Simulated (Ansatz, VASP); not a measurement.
**PbS in VASP and in Ansatz**

File INCAR:

```
  PREC = Accurate
  ENCUT = 520
  EDIFF = 1E-6
  ISMEAR = 0
  SIGMA = 0.05
  LREAL = False
  LASPH = True
  NELM = 100
  ALGO = Normal
  ISIF = 2
  LWAVE = False
  LCHARG = True
  GGA = PE
  LELF = True
  LVHAR = True
  NBANDS = 28
```

The input KPOINTS:

```
Automatic mesh
0
Gamma
  7 7 7
```

Contents of POSCAR:

```
PbS
1.0
    0.0000000000      3.0045317586      3.0045317586
    3.0045317586      0.0000000000      3.0045317586
    6.0090635172      6.0090635172      0.0000000000
Pb S
2 2
Direct
    0.5000000000      0.5000000000      0.2500000000
    0.5000000000      0.5000000000      0.7500000000
    0.0000000000      0.0000000000      0.0000000000
    0.0000000000      0.0000000000      0.5000000000
```

Input for Ansatz:

```yaml
crystal:
  lattice:
    - [0.0, 3.0045317586, 3.0045317586]
    - [3.0045317586, 0.0, 3.0045317586]
    - [6.0090635172, 6.0090635172, 0.0]
  atoms:
    - { symbol: Pb, position: [0.5, 0.5, 0.25] }
    - { symbol: S, position: [0.0, 0.0, 0.0] }
    - { symbol: Pb, position: [0.5, 0.5, 0.75] }
    - { symbol: S, position: [0.0, 0.0, 0.5] }
basis:
  ecutwfc: 420
  ecutrho_ratio: 4
kpoints:
  mp_grid: { grid: [7, 7, 7] }
hamiltonian:
  xc: pbe
scf:
  occupations: { method: gaussian, width: 0.05 }
output:
  forces: true
  stress: true
  eigenvalues: true
```

Alike in both runs: task single point; functional PBE; k mesh 7 × 7 × 7; occupations gaussian, width 0.05 eV; no spin polarisation.

```csv
,VASP,Ansatz
version,VASP 6.6.1,Ansatz 0.2.0
potentials or method,"VASP PAW PBE potentials, release 64 (Pb_d, S)","scalar-relativistic, plane waves, PAW"
plane-wave cutoff (eV),520,420
valence electrons in the cell,40,40
```

Ansatz gave:

```
gap on the k mesh at the Fermi level (eV) : 0.49
least direct gap on the mesh (eV)         : 0.49
pressure (GPa)                            : 0.0
```

Estimate VASP's values.

gap on the k mesh at the Fermi level (eV): 0.50; least direct gap on the mesh (eV): 0.50; pressure (GPa): -0.1.

With one functional, cell and mesh, what is left measures potentials, basis and numerics.

The runs have no spin-orbit coupling, so splittings on Pb are missing.
